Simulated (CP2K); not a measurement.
SiO2:

```xyz
12
Lattice="8.7438 0.0000 0.0000 6.1999 4.6195 0.0000 2.5439 -2.2089 4.0571" Properties=species:S:1:pos:R:3 pbc="T T T"
Si   15.4316    3.0832    2.2851
Si   11.0597    2.4806    1.2708
Si    6.4279   -0.0701    2.7863
Si   10.7998    0.5325    3.8006
O     3.4227    1.8765    0.2574
O     5.3211   -0.6713    1.7712
O    10.3385   -0.9350    3.3002
O     7.1491    3.3455    0.7569
O     6.5578    1.5066    2.5357
O    10.9297    1.5066    2.5357
O     9.6578    2.6110    0.5071
O     7.8298   -0.8032    2.5357
```

The cell comes from a database or a generator and needn't be the stable form of this composition.

Base run:

```yaml
Program: CP2K 2026.2
Functional: PBE
Potentials_or_basis: POTENTIAL_UZH Si GTH-PBE-q4, O GTH-PBE-q6; TZV2P-MOLOPT-PBE-GTH basis
Density_cutoff: 9524 eV
k_mesh: 5 × 5 × 5
Occupations: fermi-dirac, width 0.05 eV
Spin: no spin polarisation
```

Its results: band gap on the k mesh 5.76 eV, direct; pressure 3.3 GPa; largest force 0.205 eV/Å.

Task: After a change of settings the same cell gave: band gap on the k mesh 6.42 eV, direct; pressure 13.2 GPa; largest force 1.067 eV/Å. Which change was it?
A. potentials or basis from POTENTIAL_UZH Si GTH-PBE-q4, O GTH-PBE-q6; TZV2P-MOLOPT-PBE-GTH basis to POTENTIAL_UZH Si GTH-PBE-q4, O GTH-PBE-q6; TZVP-MOLOPT-PBE-GTH basis; basis sets from Si TZV2P-MOLOPT-PBE-GTH-q4, O TZV2P-MOLOPT-PBE-GTH-q6 to Si TZVP-MOLOPT-PBE-GTH-q4, O TZVP-MOLOPT-PBE-GTH-q6
B. potentials or basis from POTENTIAL_UZH Si GTH-PBE-q4, O GTH-PBE-q6; TZV2P-MOLOPT-PBE-GTH basis to POTENTIAL_UZH Si GTH-PBE-q4, O GTH-PBE-q6; ccGRB-D basis; basis sets from Si TZV2P-MOLOPT-PBE-GTH-q4, O TZV2P-MOLOPT-PBE-GTH-q6 to Si ccGRB-D-q4, O ccGRB-D-q6
C. potentials or basis from POTENTIAL_UZH Si GTH-PBE-q4, O GTH-PBE-q6; TZV2P-MOLOPT-PBE-GTH basis to POTENTIAL_UZH Si GTH-PBE-q4, O GTH-PBE-q6; DZVP-MOLOPT-PBE-GTH basis; basis sets from Si TZV2P-MOLOPT-PBE-GTH-q4, O TZV2P-MOLOPT-PBE-GTH-q6 to Si DZVP-MOLOPT-PBE-GTH-q4, O DZVP-MOLOPT-PBE-GTH-q6

Result: B.

Caveats: an odd mesh through Γ misses points on the zone boundary, where band edges often lie; the basis of atomic orbitals isn't converged, which shifts pressures, moduli and gaps; forces of over 1 eV/Å show positions far from the minimum, so gaps and moduli don't describe the material at rest (some runs).
